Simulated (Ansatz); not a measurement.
The system is TiCo.

```xyz
2
Lattice="2.9861 0.0000 0.0000 0.0000 2.9861 0.0000 0.0000 0.0000 2.9861" Properties=species:S:1:pos:R:3 pbc="T T T"
Co    1.4931    1.4931    1.4931
Ti    0.0000    0.0000    0.0000
```

The cell comes from a database or a generator and needn't be the stable form of this composition.

Below is the output of Ansatz 0.2.0 for this cell. Logs are shortened: lines on timing, memory, paths and dates and some standing lists are left out, and cuts for length are marked.

```text
Warning: RAYON_NUM_THREADS=2 ignored (pool sized by the plan → 2); use --threads N
LAPW: plane waves up to 8.816 Å⁻¹, error target 1.0e-3 eV per atom; small_component_spin mean_spin; Ti in spheres of 1.242 Å, 18 of its electrons in bands, Dirac shells []; Co in spheres of 1.267 Å, 17 of its electrons in bands, Dirac shells [] (how accurate: hamiltonian.pseudopotentials.lapw.basis_error, Limitations)
Engine: ansatz 0.2.0, aarch64-unknown-linux-gnu
Pseudopotentials: kind: all_electron
Pseudopotential: Co, LAPW, valence charge 17, lapw/all_electron/scalar/gaussian/Co, Koelling and Harmon's equation, gaussian nucleus
Pseudopotential: Ti, LAPW, valence charge 18, lapw/all_electron/scalar/gaussian/Ti, Koelling and Harmon's equation, gaussian nucleus
Functional definition: SPW92
  exchange = slater_x
  correlation = pw_c
Crystal: 2 atoms, lattice volume = 26.627 Å³
Basis set: ecut = 296.10956783617644 eV, 305 PW (Γ), exchange–correlation at level 2
Bands: 23, of which v1, the nominal top of the filled ones, is band 18 counted from 1 (17 counted from 0)
Symmetry: 48 space group operations
Space group: Pm-3m (ITA 221), of the structure as read, at distance tolerance 3.0e-5 Å
Magnetic group: BNS 221.92 (UNI 1594), of the structure as read, at distance tolerance 3.0e-5 Å
k-points: 20 of 343
Non-local potential: Co, projectors of the file, none
Non-local potential: Ti, projectors of the file, none
Initial density: superposition of atomic densities (chi_scale 0.1, normalization cell)
[... 125 lines left out ...]
  max |Σ_I F_I| component: 1.27e-29 eV/Å
--- Stress (GPa, compression-positive) ---
      -14.133146       0.000000       0.000000
        0.000000     -14.133146       0.000000
        0.000000       0.000000     -14.133146
  P = ⅓ Tr σ = -14.1331 GPa (-141.331 kbar)
--- Band table (eV; the first three rows and the last of 40) ---
  k-point 0 ↑: bands = ["-421.5216", "-421.5216", "-421.5216", "-77.9568", "-41.6405", "-41.6405", "-41.6405", "-39.8450", "-16.2568", "-16.2568", "-16.2568", "9.0300", "12.6710", "12.6710", "14.9586", "14.9586", "14.9586", "17.2628", "17.2628", "19.3839", "19.3839", "19.3839", "25.5728"]
  k-point 1 ↑: bands = ["-421.5216", "-421.5216", "-421.5216", "-77.9565", "-41.6472", "-41.6401", "-41.6401", "-39.8364", "-16.3163", "-16.2527", "-16.2527", "9.4303", "12.8370", "12.8449", "14.9319", "14.9319", "15.0245", "17.0761", "17.3259", "18.8860", "18.8860", "19.3015", "23.9511"]
  k-point 2 ↑: bands = ["-421.5216", "-421.5216", "-421.5216", "-77.9558", "-41.6619", "-41.6392", "-41.6392", "-39.8170", "-16.4481", "-16.2434", "-16.2434", "10.5402", "13.1903", "13.2835", "14.8848", "14.8848", "15.1827", "16.5783", "17.2450", "18.0006", "18.0006", "19.1060", "21.6141"]
  k-point 19 ↓: bands = ["-421.5206", "-421.5206", "-421.5206", "-77.1423", "-40.8751", "-40.8748", "-40.8748", "-39.7521", "-16.4779", "-16.4778", "-16.4778", "14.1530", "14.3915", "14.3915", "14.6352", "14.7139", "14.7139", "16.6106", "16.6106", "19.5822", "19.5822", "23.1732", "24.2520"]
--- Elastic constants: 2 strain directions × 2 members + reference (group order 48) ---
  dense FFT box of the reference and of every strained cell: 18×18×18
  strains applied: 11, 23; error gains: componentwise 1.00 (the most a stress slope's error grows in a printed constant), spectral 1.73 (1 for all six strains in a standard setting)
  C = ∂σ_k/∂η_j (tension-positive GPa; Voigt order 11 22 33 23 13 12):
       234.436     96.240     96.240     -0.000     -0.000     -0.000
        96.240    234.436     96.240     -0.000     -0.000     -0.000
        96.240     96.240    234.436     -0.000     -0.000     -0.000
        -0.000     -0.000     -0.000     44.998      0.000      0.000
         0.000      0.000     -0.000     -0.000     44.998     -0.000
         0.000     -0.000      0.000      0.000      0.000     44.998
  reference stress σ⁰ (GPa):     14.133     14.133     14.133      0.000      0.000      0.000
  no Pulay correction (none for the plane-wave cutoff is built on LAPW): the batch's stresses and constants are at fixed plane waves
  C* (energy form; C + prestress term) asymmetry max|C*_kj − C*_jk| = 4.263e-14 GPa — a small one proves nothing (zero by symmetry where the batch's group is 432, −43m or m−3m); a large one is finite-difference/SCF noise where every solve meets its electron count
  moduli (Voigt/Reuss/Hill, GPa): K = 142.31/142.31/142.31   G = 54.64/52.29/53.47   E = 142.55   ν = 0.333
  mechanically stable: yes (min eigenvalue of sym C = 45.00 GPa)
  where every solve meets its electron count the energy-path curvature estimates C_jj along a normal strain and C_jj − ¼(σ⁰_aa + σ⁰_bb) along a shear (ab), closely only under elastic.basis: deformed
  strain η (Voigt 11):  stress-route row diagonal C_11 = 234.44 GPa, energy-path curvature d²(F+E_count)/dδ²/Ω₀ = 234.46 GPa
         δ    σ_11 (GPa)             F (eV)   n_scf  n_hpsi   n_pw
    -2.000e-3      13.6626      -61039.1667244      15   96107    316   relax 0 steps, max|allowed force component| 5.92e-31 eV/Å
     2.000e-3      14.6003      -61039.1573296      14   90875    316   relax 0 steps, max|allowed force component| 5.92e-31 eV/Å
  strain η (Voigt 23):  stress-route row diagonal C_44 = 45.00 GPa, energy-path curvature d²(F+E_count)/dδ²/Ω₀ = 37.93 GPa
         δ    σ_23 (GPa)             F (eV)   n_scf  n_hpsi   n_pw
    -2.000e-3      -0.0900      -61039.1620923      11  119641    316   relax 0 steps, max|allowed force component| 7.89e-31 eV/Å
     2.000e-3       0.0900      -61039.1620923      11  119667    316   relax 0 steps, max|allowed force component| 9.86e-31 eV/Å
```

**Question.** Write the input and the command behind it.

**Answer.** Elastic constants with LDA, collinear spin, ferromagnetic start. The files as run (others can give the same):

input.yaml
```yaml
crystal:
  lattice:
    - [2.98611099, 0.0, 0.0]
    - [0.0, 2.98611099, 0.0]
    - [0.0, 0.0, 2.98611099]
  atoms:
    - { symbol: Co, position: [0.5, 0.5, 0.5], spin: 2.0 }
    - { symbol: Ti, position: [0.0, 0.0, 0.0], spin: 1.0 }
kpoints:
  mp_grid: { grid: [7, 7, 7] }
scf:
  occupations: { method: fermi_dirac, width: 0.05 }
hamiltonian:
  xc: lda
  pseudopotentials: { kind: all_electron, lapw: { basis_error: 0.001 } }
magnetization:
  spin_polarized: true
output:
  forces: true
  stress: true
elastic:
  mode: relaxed_ion
  stencil: two_point
```

Potentials or basis: all-electron LAPW, scalar-relativistic.
Launch:
```bash
$ ansatz run input.yaml --threads 2 --pin off --max-ram 6144MiB --backend cpu --events-out ev --progress --plain --runs-dir out
```

Caveat: the k mesh is thin for a metal, which can move the energy by tens of meV per atom; a metal's response needs a denser mesh; the cell is more than 3 GPa from zero pressure, which shifts response properties; elastic constants of metals need much finer meshes, so these are rough.
